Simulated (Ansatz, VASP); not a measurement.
## Bi2Se3 (Paraguanajuatite): VASP beside Ansatz

The input INCAR:

```
  PREC = Accurate
  ENCUT = 520
  EDIFF = 1E-7
  ISMEAR = -1
  SIGMA = 0.05
  LREAL = False
  LASPH = True
  NELM = 100
  ALGO = Normal
  ISIF = 2
  LWAVE = False
  LCHARG = True
  GGA = PS
  LVHAR = True
  NBANDS = 32
  KPAR = 2
```

The input KPOINTS:

```
Automatic mesh
0
Gamma
  8 8 8
```

File POSCAR:

```
Bi2Se3
1.0
    2.0715000000      1.1959810826      9.5453333333
   -2.0715000000      1.1959810826      9.5453333333
    0.0000000000     -2.3919621653      9.5453333333
Bi Se
2 3
Direct
    0.5979170000      0.5979800000      0.5990690000
    0.4022160000      0.3969570000      0.3997220000
    0.7983710000      0.7931970000      0.7765400000
    0.2144880000      0.2083340000      0.2133400000
   -0.0012930000      0.0046310000     -0.0010770000
```

The input input.yaml:

```yaml
crystal:
  lattice:
    - [2.0715, 1.1959810826, 9.5453333333]
    - [-2.0715, 1.1959810826, 9.5453333333]
    - [0.0, -2.3919621653, 9.5453333333]
  atoms:
    - { symbol: Bi, position: [0.597917, 0.59798, 0.599069] }
    - { symbol: Bi, position: [0.402216, 0.396957, 0.399722] }
    - { symbol: Se, position: [0.798371, 0.793197, 0.77654] }
    - { symbol: Se, position: [0.214488, 0.208334, 0.21334] }
    - { symbol: Se, position: [-0.001293, 0.004631, -0.001077] }
hamiltonian:
  xc: pbesol
  pseudopotentials: { kind: paw }
kpoints:
  mp_grid: { grid: [8, 8, 8] }
scf:
  occupations: { method: fermi_dirac, width: 0.05 }
output:
  forces: true
  stress: true
  eigenvalues: true
```

Change from the starting cell: atoms moved at random, drawn with an rms of 0.05 Å.

Alike in both runs: task single point; functional PBEsol; k mesh 8 × 8 × 8; occupations fermi-dirac, width 0.05 eV; no spin polarisation.

|  | VASP | Ansatz |
| --- | --- | --- |
| version | VASP 6.6.1 | Ansatz 0.2.0 |
| potentials or method | VASP PAW PBE potentials, release 64 (Bi_d, Se) | Ansatz PAW |
| plane-wave cutoff (eV) | 520 | 420 |
| valence electrons in the cell | 48 | 78 |

VASP gave:

| Item | Value |
| --- | --- |
| gap on the k mesh at the Fermi level (eV) | 0.27 |
| least direct gap on the mesh (eV) | 0.27 |
| pressure (GPa) | -0.4 |
| largest component of the traceless stress (GPa) | 0.40 |
| rms of the force components (eV/Å) | 0.172 |

Problem. Which values does Ansatz return?

Solution. gap on the k mesh at the Fermi level (eV): 0.27; least direct gap on the mesh (eV): 0.27; pressure (GPa): -0.5; largest component of the traceless stress (GPa): 0.39; rms of the force components (eV/Å): 0.170.

Atom by atom the forces differ by 0.007 eV/Å (rms over components). With one functional, cell and mesh, what is left measures potentials, basis and numerics. The two sets of potentials don't hold the same shells in valence.

Caveats: spin-orbit coupling is left out, which as a rule narrows the gap of such compounds by several tenths of an eV; the PAW data sets were made with another functional, which shifts forces and pressure a little (VASP); the PAW data sets come from PBE, with cores solved anew for the run's functional, which leaves a small shift of forces and pressure (Ansatz). A k mesh can miss the band edges.
